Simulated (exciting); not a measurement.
# HfC (Fm-3m) in exciting: equation of state

How stiff is HfC in PBEsol, and what volume does it want? The cell is scaled to several volumes.

Everything below comes from runs of exciting (release sodium). Logs are shortened: lines on timing, memory, paths and dates and some standing lists are left out, and cuts for length are marked.

### Step 1. The crystal as given

The structure is cubic, space group Fm-3m (No. 225). The conventional cell has a = 4.650 Å, b = 4.650 Å, c = 4.650 Å, α = 90.00°, β = 90.00°, γ = 90.00°. Around Hf (site symmetry m-3m) lie 6 C at 2.33 Å. C (site symmetry m-3m) is surrounded by 6 Hf at 2.33 Å.

### Step 2. Equation of state, PBEsol, 11.81 Å³/atom (volume scaled by 0.94)

Input file input.xml:

```xml
<input>
  <title>HfC</title>
  <structure speciespath="./" tshift="false">
    <crystal scale="1">
      <basevect>0.000000000000 4.303922496801 4.303922496801</basevect>
      <basevect>4.303922496801 0.000000000000 4.303922496801</basevect>
      <basevect>4.303922496801 4.303922496801 0.000000000000</basevect>
    </crystal>
    <species speciesfile="Hf.xml" rmt="2.3">
      <atom coord="0.500000000000 0.500000000000 0.500000000000"/>
    </species>
    <species speciesfile="C.xml" rmt="1.45">
      <atom coord="0.000000000000 0.000000000000 0.000000000000"/>
    </species>
  </structure>
  <groundstate do="fromscratch" ngridk="10 10 10" rgkmax="7.5" gmaxvr="14" lmaxapw="10" lmaxmat="10" lmaxvr="8" xctype="GGA_PBE_SOL" stype="Fermi Dirac" swidth="0.00183747" nempty="14" ValenceRelativity="iora*" epsengy="1e-05" epspot="1e-05" maxscl="60" outputlevel="normal"/>
</input>
```

Potentials or basis: all-electron LAPW+lo, shipped species files, valence relativity iora*.

Run with:

```sh
$ OMP_NUM_THREADS=1 exciting_smp
```

INFO.OUT:

```text
================================================================================
EXCITING SODIUM started
[... 10 lines left out ...]

 Lattice vectors (cartesian) :
      0.0000000000      4.3039224968      4.3039224968
      4.3039224968      0.0000000000      4.3039224968
      4.3039224968      4.3039224968      0.0000000000

 Reciprocal lattice vectors (cartesian) :
     -0.7299370878      0.7299370878      0.7299370878
      0.7299370878     -0.7299370878      0.7299370878
      0.7299370878      0.7299370878     -0.7299370878

 Unit cell volume                           :     159.4495588741
 Brillouin zone volume                      :       1.5556657240

 Species :    1 (Hf)
     parameters loaded from                 :    Hf.xml
     name                                   :    hafnium
     nuclear charge                         :     -72.00000000
     electronic charge                      :      72.00000000
     atomic mass                            :  325367.36570000
     muffin-tin radius                      :       2.30000000
     # of radial points in muffin-tin       :     450

     atomic positions (lattice) :
       1 :   0.50000000  0.50000000  0.50000000

 Species :    2 (C)
     parameters loaded from                 :    C.xml
     name                                   :    carbon
     nuclear charge                         :      -6.00000000
     electronic charge                      :       6.00000000
     atomic mass                            :   21894.16673000
     muffin-tin radius                      :       1.45000000
     # of radial points in muffin-tin       :     250

     atomic positions (lattice) :
       1 :   0.00000000  0.00000000  0.00000000

 Total number of atoms per unit cell        :       2

 Spin treatment                             :    spin-unpolarised

 Number of Bravais lattice symmetries       :      48
 Number of crystal symmetries               :      48

 k-point grid                               :      10   10   10
 Total number of k-points                   :      47
 k-point set is reduced with crystal symmetries

 R^MT_min * |G+k|_max (rgkmax)              :       7.50000000
 Species with R^MT_min                      :       2 (C)
 Maximum |G+k| for APW functions            :       5.17241379
 Maximum |G| for potential and density      :      14.00000000

 G-vector grid sizes                        :      30    30    30
 Total number of G-vectors                  :    7391

 Maximum angular momentum used for
     APW functions                          :      10
     computing H and O matrix elements      :      10
     potential and density                  :       8
     inner part of muffin-tin               :       2

 Total nuclear charge                       :     -78.00000000
 Total electronic charge                    :      78.00000000
 Total core charge                          :      48.00000000
 Total valence charge                       :      30.00000000

 Number of empty states                     :      14
 Total number of valence states             :      30

 Maximum Hamiltonian size                   :     419
 Maximum number of plane-waves              :     388
 Total number of local-orbitals             :      31

 Exchange-correlation type                  :      22
     PBEsol, Phys. Rev. Lett. 100, 136406 (2008)
     Generalised gradient approximation (GGA)

 Smearing scheme                            :    Fermi-Dirac
 Smearing width                             :       0.00183747

 Using multisecant Broyden potential mixing
[... 6 lines left out ...]
* Groundstate module started                                                   *
********************************************************************************
 Output level for this task is set to normal

++++++++++++++++++++++++++++++++++++++++++++++++++++++++++++++++++++++++++++++++
[... 5 lines left out ...]
+ SCF iteration number :    1                                                  +
++++++++++++++++++++++++++++++++++++++++++++++++++++++++++++++++++++++++++++++++
 Total energy                               :    -15110.49290297
 _______________________________________________________________
 Fermi energy                               :         0.40557171
 Kinetic energy                             :     16934.74014841
 Coulomb energy                             :    -31734.77226914
 Exchange energy                            :      -305.36354657
 Correlation energy                         :        -5.09723567

 DOS at Fermi energy (states/Ha/cell)       :         3.57852014

 Electron charges :
     core                                   :        48.00000000
     core leakage                           :         0.00009439
     valence                                :        30.00000000
     interstitial                           :         4.28725792
     charge in muffin-tin spheres :
                  atom     1    Hf          :        68.84444217
                  atom     2     C          :         4.86829991
     total charge in muffin-tins            :        73.71274208
     total charge                           :        78.00000000

++++++++++++++++++++++++++++++++++++++++++++++++++++++++++++++++++++++++++++++++
+ SCF iteration number :    2                                                  +
++++++++++++++++++++++++++++++++++++++++++++++++++++++++++++++++++++++++++++++++
 Total energy                               :    -15131.64450500
 _______________________________________________________________
 Fermi energy                               :         0.44979832
 Kinetic energy                             :     16920.86019275
 Coulomb energy                             :    -31741.81931396
 Exchange energy                            :      -305.57337067
 Correlation energy                         :        -5.11201312

 DOS at Fermi energy (states/Ha/cell)       :         6.40527079

 Electron charges :
     core                                   :        48.00000000
     core leakage                           :         0.00009645
     valence                                :        30.00000000
     interstitial                           :         4.40786225
     charge in muffin-tin spheres :
                  atom     1    Hf          :        69.21499526
                  atom     2     C          :         4.37714249
     total charge in muffin-tins            :        73.59213775
     total charge                           :        78.00000000
[... 393 lines left out ...]
 RMS change in effective potential (target) :  0.223928E-06  ( 0.100000E-04)
 Absolute change in total energy   (target) :  0.213635E-05  ( 0.100000E-04)
 Charge distance                   (target) :  0.416673E-08  ( 0.100000E-04)

++++++++++++++++++++++++++++++++++++++++++++++++++++++++++++++++++++++++++++++++
+ SCF iteration number :   17                                                  +
++++++++++++++++++++++++++++++++++++++++++++++++++++++++++++++++++++++++++++++++
 Total energy                               :    -15131.30667355
 _______________________________________________________________
 Fermi energy                               :         0.47652399
 Kinetic energy                             :     16920.21752683
 Coulomb energy                             :    -31740.87549011
 Exchange energy                            :      -305.53383891
 Correlation energy                         :        -5.11487136

 DOS at Fermi energy (states/Ha/cell)       :         8.71203743

 Electron charges :
     core                                   :        48.00000000
     core leakage                           :         0.00009533
     valence                                :        30.00000000
     interstitial                           :         4.41901167
     charge in muffin-tin spheres :
                  atom     1    Hf          :        69.32170319
                  atom     2     C          :         4.25928514
     total charge in muffin-tins            :        73.58098833
     total charge                           :        78.00000000

 RMS change in effective potential (target) :  0.299271E-06  ( 0.100000E-04)
 Absolute change in total energy   (target) :  0.630894E-05  ( 0.100000E-04)
 Charge distance                   (target) :  0.131755E-08  ( 0.100000E-04)

++++++++++++++++++++++++++++++++++++++++++++++++++++++++++++++++++++++++++++++++
| Convergency criteria checked for the last 2 iterations                       +
| Convergence targets achieved. Performing final SCF iteration                 +
++++++++++++++++++++++++++++++++++++++++++++++++++++++++++++++++++++++++++++++++
 Total energy                               :    -15131.30667594
 _______________________________________________________________
 Fermi energy                               :         0.47652399
 Kinetic energy                             :     16920.21752457
 Coulomb energy                             :    -31740.87549022
 Exchange energy                            :      -305.53383893
 Correlation energy                         :        -5.11487136

 DOS at Fermi energy (states/Ha/cell)       :         8.71203682

 Electron charges :
     core                                   :        48.00000000
     core leakage                           :         0.00009533
     valence                                :        30.00000000
     interstitial                           :         4.41901167
     charge in muffin-tin spheres :
                  atom     1    Hf          :        69.32170324
                  atom     2     C          :         4.25928508
     total charge in muffin-tins            :        73.58098833
     total charge                           :        78.00000000

++++++++++++++++++++++++++++++++++++++++++++++++++++++++++++++++++++++++++++++++
[... 7 lines left out ...]

--------------------------------------------------------------------------------
- CAUTION! Warnings have been written in file WARNING.OUT !                    -
--------------------------------------------------------------------------------
================================================================================
| EXCITING SODIUM stopped                                                      =
================================================================================
```

Wall time 2.7 min (1 thread of Arm Neoverse V2, shared host); peak memory 0.12 GiB.

Results:

| Property | Result |
| --- | --- |
| Free energy | -411743.8331 eV |
| Band gap on the k mesh | none (metal or under the smearing width) |
| All electrons inside the program's atomic spheres | Hf 69.32; C 4.26 (radii Hf 2.3, C 1.45 bohr) |

Caveat: the log's total energy holds no entropy term; the free energy is that total less TS from the occupations.

### Step 3. Equation of state, PBEsol, 12.07 Å³/atom (volume scaled by 0.96)

input.xml: that of step 2 with these lines changed.

```diff
@@ -4,5 +4,5 @@
     <crystal scale="1">
-      <basevect>0.000000000000 4.303922496801 4.303922496801</basevect>
-      <basevect>4.303922496801 0.000000000000 4.303922496801</basevect>
-      <basevect>4.303922496801 4.303922496801 0.000000000000</basevect>
+      <basevect>0.000000000000 4.334232808677 4.334232808677</basevect>
+      <basevect>4.334232808677 0.000000000000 4.334232808677</basevect>
+      <basevect>4.334232808677 4.334232808677 0.000000000000</basevect>
     </crystal>
```

Potentials or basis: all-electron LAPW+lo, shipped species files, valence relativity iora*.

Run with:

```sh
$ OMP_NUM_THREADS=1 exciting_smp
```

Wall time 2.9 min (1 thread of Arm Neoverse V2, shared host); peak memory 0.12 GiB.

The run converged. Its results:

* Free energy: -411743.8529 eV
* Band gap on the k mesh: none (metal or under the smearing width)
* All electrons inside the program's atomic spheres: Hf 69.29; C 4.24 (radii Hf 2.3, C 1.45 bohr)

Caveat: the log's total energy holds no entropy term; the free energy is that total less TS from the occupations.

### Step 4. Equation of state, PBEsol, 12.32 Å³/atom (volume scaled by 0.98)

input.xml: that of step 3 with these lines changed.

```diff
@@ -4,5 +4,5 @@
     <crystal scale="1">
-      <basevect>0.000000000000 4.334232808677 4.334232808677</basevect>
-      <basevect>4.334232808677 0.000000000000 4.334232808677</basevect>
-      <basevect>4.334232808677 4.334232808677 0.000000000000</basevect>
+      <basevect>0.000000000000 4.364125014112 4.364125014112</basevect>
+      <basevect>4.364125014112 0.000000000000 4.364125014112</basevect>
+      <basevect>4.364125014112 4.364125014112 0.000000000000</basevect>
     </crystal>
```

Run with:

```sh
$ OMP_NUM_THREADS=1 exciting_smp
```

Run time: 2.8 min. Hardware: 1 thread of Arm Neoverse V2, shared host; peak memory 0.12 GiB.

The run converged. Its results:

| Property | Result |
| --- | --- |
| Free energy | -411743.8557 eV |
| Band gap on the k mesh | none (metal or under the smearing width) |
| All electrons inside the program's atomic spheres | Hf 69.26; C 4.23 (radii Hf 2.3, C 1.45 bohr) |

Caveat: the log's total energy holds no entropy term; the free energy is that total less TS from the occupations.

### Step 5. Equation of state, PBEsol, 12.57 Å³/atom

input.xml: that of step 4 with these lines changed.

```diff
@@ -4,5 +4,5 @@
     <crystal scale="1">
-      <basevect>0.000000000000 4.364125014112 4.364125014112</basevect>
-      <basevect>4.364125014112 0.000000000000 4.364125014112</basevect>
-      <basevect>4.364125014112 4.364125014112 0.000000000000</basevect>
+      <basevect>0.000000000000 4.393613239755 4.393613239755</basevect>
+      <basevect>4.393613239755 0.000000000000 4.393613239755</basevect>
+      <basevect>4.393613239755 4.393613239755 0.000000000000</basevect>
     </crystal>
```

Run with:

```sh
$ OMP_NUM_THREADS=1 exciting_smp
```

Run time: 3.3 min. Hardware: 1 thread of Arm Neoverse V2, shared host; peak memory 0.13 GiB.

Results (log left out):

```
Free energy                                       : -411743.8429 eV
Band gap on the k mesh                            : none (metal or under the smearing width)
All electrons inside the program's atomic spheres : Hf 69.23; C 4.22 (radii Hf 2.3, C 1.45 bohr)
```

Caveat: the log's total energy holds no entropy term; the free energy is that total less TS from the occupations.

### Step 6. Equation of state, PBEsol, 12.82 Å³/atom (volume scaled by 1.02)

input.xml: that of step 5 with these lines changed.

```diff
@@ -4,5 +4,5 @@
     <crystal scale="1">
-      <basevect>0.000000000000 4.393613239755 4.393613239755</basevect>
-      <basevect>4.393613239755 0.000000000000 4.393613239755</basevect>
-      <basevect>4.393613239755 4.393613239755 0.000000000000</basevect>
+      <basevect>0.000000000000 4.422710864110 4.422710864110</basevect>
+      <basevect>4.422710864110 0.000000000000 4.422710864110</basevect>
+      <basevect>4.422710864110 4.422710864110 0.000000000000</basevect>
     </crystal>
```

Potentials or basis: all-electron LAPW+lo, shipped species files, valence relativity iora*.

Run with:

```sh
$ OMP_NUM_THREADS=1 exciting_smp
```

Run time: 3.4 min. Hardware: 1 thread of Arm Neoverse V2, shared host; peak memory 0.13 GiB.

Results (log left out):

```yaml
Free_energy: -411743.8163 eV
Band_gap_on_the_k_mesh: none (metal or under the smearing width)
All_electrons_inside_the_program's_atomic_spheres: Hf 69.20; C 4.20 (radii Hf 2.3, C 1.45 bohr)
```

Caveat: the log's total energy holds no entropy term; the free energy is that total less TS from the occupations.

### Step 7. Equation of state, PBEsol, 13.07 Å³/atom (volume scaled by 1.04)

input.xml: that of step 6 with these lines changed.

```diff
@@ -4,5 +4,5 @@
     <crystal scale="1">
-      <basevect>0.000000000000 4.422710864110 4.422710864110</basevect>
-      <basevect>4.422710864110 0.000000000000 4.422710864110</basevect>
-      <basevect>4.422710864110 4.422710864110 0.000000000000</basevect>
+      <basevect>0.000000000000 4.451430570641 4.451430570641</basevect>
+      <basevect>4.451430570641 0.000000000000 4.451430570641</basevect>
+      <basevect>4.451430570641 4.451430570641 0.000000000000</basevect>
     </crystal>
```

Run with:

```sh
$ OMP_NUM_THREADS=1 exciting_smp
```

Run time: 3.8 min. Hardware: 1 thread of Arm Neoverse V2, shared host; peak memory 0.13 GiB.

Results (log left out):

```yaml
Free_energy: -411743.7770 eV
Band_gap_on_the_k_mesh: none (metal or under the smearing width)
All_electrons_inside_the_program's_atomic_spheres: Hf 69.17; C 4.19 (radii Hf 2.3, C 1.45 bohr)
```

Caveat: the log's total energy holds no entropy term; the free energy is that total less TS from the occupations.

### Step 8. Equation of state, PBEsol, 13.32 Å³/atom (volume scaled by 1.06)

input.xml: that of step 7 with these lines changed.

```diff
@@ -4,5 +4,5 @@
     <crystal scale="1">
-      <basevect>0.000000000000 4.451430570641 4.451430570641</basevect>
-      <basevect>4.451430570641 0.000000000000 4.451430570641</basevect>
-      <basevect>4.451430570641 4.451430570641 0.000000000000</basevect>
+      <basevect>0.000000000000 4.479784395958 4.479784395958</basevect>
+      <basevect>4.479784395958 0.000000000000 4.479784395958</basevect>
+      <basevect>4.479784395958 4.479784395958 0.000000000000</basevect>
     </crystal>
```

Run with:

```sh
$ OMP_NUM_THREADS=1 exciting_smp
```

It took 4 min on 1 thread of Arm Neoverse V2, shared host; peak memory 0.13 GiB.

Results (log left out):

```yaml
Free_energy: -411743.7262 eV
Band_gap_on_the_k_mesh: none (metal or under the smearing width)
All_electrons_inside_the_program's_atomic_spheres: Hf 69.15; C 4.18 (radii Hf 2.3, C 1.45 bohr)
```

Caveat: the log's total energy holds no entropy term; the free energy is that total less TS from the occupations.

### Step 9. Equation of state, PBEsol

Potentials or basis: all-electron LAPW+lo, shipped species files, valence relativity iora*.

No new run: the results of the series are fitted here.

Results:

```
Equilibrium volume                      : 12.23 Å³/atom
Bulk modulus                            : 248 GPa
Pressure derivative of the bulk modulus : 3.9
```

Energy against volume, from the lowest point:
| volume (Å³/atom) | energy (meV/atom) |
| --- | --- |
| 11.814 | 11.30 |
| 12.065 | 1.36 |
| 12.317 | 0.00 |
| 12.568 | 6.39 |
| 12.819 | 19.66 |
| 13.071 | 39.35 |
| 13.322 | 64.73 |

The run has no spin-orbit coupling, so splittings on Hf are missing.
